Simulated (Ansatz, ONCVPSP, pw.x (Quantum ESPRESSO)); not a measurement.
What a changed setting does to a pw.x run (fcc N)

Potential: optimised norm-conserving Vanderbilt (ONCV), ONCVPSP 4.0.1.1 (patched build), PBE; core [He], reference 2s2 2p3; waves: 2s: rc 0.82 bohr, ncon 4, nbas 7, qcut 9.4 1/bohr, 2 projectors, debl 2 Ha; 2p: rc 2.55 bohr, ncon 4, nbas 7, qcut 6.2 1/bohr, 2 projectors, debl 1.6 Ha; d scattering state at 0.15 Ha: rc 2.55 bohr, ncon 4, nbas 9, qcut 3.7 1/bohr, 1 projector; local part: polynomial inside 0.70 bohr (lpopt 5, dvloc0 -1 Ha); core correction: none.

The reference run (k-mesh 18³, cutoffs 90/360 Ry, Fermi–Dirac 0.01 Ry, mixing_beta 0.4, conv_thr 1e-9, no spin) gives -1.25 GPa at 7.602 Å³/atom, where all-electron LAPW gives 0.28 GPa. This run, with its own iteration cap, changes smearing to gauss.

```
&control
  calculation='scf', prefix='x', pseudo_dir='./', outdir='./tmp', tstress=.true., disk_io='none'
/
&system
  ibrav=0, nat=1, ntyp=1, ecutwfc=90, ecutrho=360, nbnd=9,
  occupations='smearing', smearing='gauss', degauss=0.01
/
&electrons
  conv_thr=1e-09, mixing_beta=0.4, electron_maxstep=60
/
ATOMIC_SPECIES
N 1.0 N.UPF
CELL_PARAMETERS angstrom
  0.00000000 1.56062762 1.56062762
  1.56062762 0.00000000 1.56062762
  1.56062762 1.56062762 0.00000000
ATOMIC_POSITIONS crystal
N 0.0000 0.0000 0.0000
K_POINTS automatic
18 18 18 0 0 0
```

```bash
pw.x < N.scf.in > N.scf.out
```

Question: How does the run end?

Answer: It converges in 7 iterations; the free energy moves by +19.0 meV/atom and the pressure by -0.42 GPa. Gaussian smearing of the same width is narrower in effect than Fermi–Dirac, so its quadratic term in F is smaller.

```
Message from routine setup:
     using ibrav=0 with symmetry is DISCOURAGED, use correct ibrav instead
     lattice parameter (alat)  =       4.1707  a.u.
     unit-cell volume          =      51.3008 (a.u.)^3
     number of electrons       =         5.00
     number of Kohn-Sham states=            9
     kinetic-energy cutoff     =      90.0000  Ry
     charge density cutoff     =     360.0000  Ry
     scf convergence threshold =      1.0E-09
     Exchange-correlation= PBE
     number of k points=   195  Gaussian smearing, width (Ry)=  0.0100
     iteration #  1     ecut=    90.00 Ry     beta= 0.40
     c_bands:  5 eigenvalues not converged
     c_bands:  5 eigenvalues not converged
     c_bands:  5 eigenvalues not converged
     c_bands:  5 eigenvalues not converged
     c_bands:  5 eigenvalues not converged
     c_bands:  5 eigenvalues not converged
     [... 119 repeated lines left out ...]
     total energy              =     -19.05889737 Ry
     estimated scf accuracy    <       0.00039453 Ry
     iteration #  2     ecut=    90.00 Ry     beta= 0.40
     [... 51 repeated lines left out ...]
     total energy              =     -19.05891387 Ry
     estimated scf accuracy    <       0.00010489 Ry
     iteration #  3     ecut=    90.00 Ry     beta= 0.40
     [... 19 repeated lines left out ...]
     total energy              =     -19.05892705 Ry
     estimated scf accuracy    <       0.00000254 Ry
     iteration #  4     ecut=    90.00 Ry     beta= 0.40
     [... 12 repeated lines left out ...]
     total energy              =     -19.05892755 Ry
     estimated scf accuracy    <       0.00000005 Ry
     iteration #  5     ecut=    90.00 Ry     beta= 0.40
     [... 5 repeated lines left out ...]
     total energy              =     -19.05892756 Ry
     estimated scf accuracy    <          3.0E-09 Ry
     iteration #  6     ecut=    90.00 Ry     beta= 0.40
     [... 2 repeated lines left out ...]
     total energy              =     -19.05892756 Ry
     estimated scf accuracy    <          1.0E-09 Ry
     iteration #  7     ecut=    90.00 Ry     beta= 0.40
     the Fermi energy is     8.6325 ev
!    total energy              =     -19.05892756 Ry
     estimated scf accuracy    <          5.9E-12 Ry
     smearing contrib. (-TS)   =      -0.00054338 Ry
     The total energy is F=E-TS. E is the sum of the following terms:
     one-electron contribution =       3.55977205 Ry
     hartree contribution      =       1.38703679 Ry
     xc contribution           =      -4.57226990 Ry
     ewald contribution        =     -19.43292312 Ry
     convergence has been achieved in   7 iterations
          total   stress  (Ry/bohr**3)                   (kbar)     P=      -16.67
     Message from routine punch:
     Nothing written, as per user request (disk_io='none')
```

The run took about 38 s on one core of a shared host (Neoverse-N1, 64 threads, 124 GiB, load 58).
